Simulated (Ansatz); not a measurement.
Here is an Ansatz 0.2.0 calculation.

Contents of input.yaml:

```yaml
crystal:
  lattice:
    - [0.0, 1.737572933, 1.737572933]
    - [1.737572933, 0.0, 1.737572933]
    - [1.737572933, 1.737572933, 0.0]
  atoms:
    - { symbol: Ni, position: [0.0, 0.0, 0.0], spin: 1.0 }
kpoints:
  mp_grid: { grid: [13, 13, 13] }
scf:
  occupations: { method: fermi_dirac, width: 0.05 }
hamiltonian:
  xc: blyp
  pseudopotentials: { kind: all_electron, lapw: { basis_error: 0.001 } }
magnetization:
  spin_polarized: true
output:
  forces: true
  stress: true
relax:
  f_tol: 0.005
  max_steps: 60
  cell: {}
```

Potentials or basis: all-electron LAPW, scalar-relativistic.

Run with:

```bash
$ ansatz run input.yaml --threads 2 --pin off --max-ram 6144MiB --backend cpu --events-out ev --progress --plain --runs-dir out
```

**Question.** Predict the absolute moment.

**Answer.** 0.71 μB per cell.

**Question.** Predict the relaxed volume.

**Answer.** 11.43 Å³/atom.

The path:
```csv
step,energy change (eV),largest force (eV/Å),volume (Å³)
1,0.0000,0.0000,10.49
2,-0.0348,0.0000,10.91
3,-0.0485,0.0000,11.35
4,-0.0488,0.0000,11.42
5,-0.0488,0.0000,11.43
6,-0.0488,0.0000,11.43
```
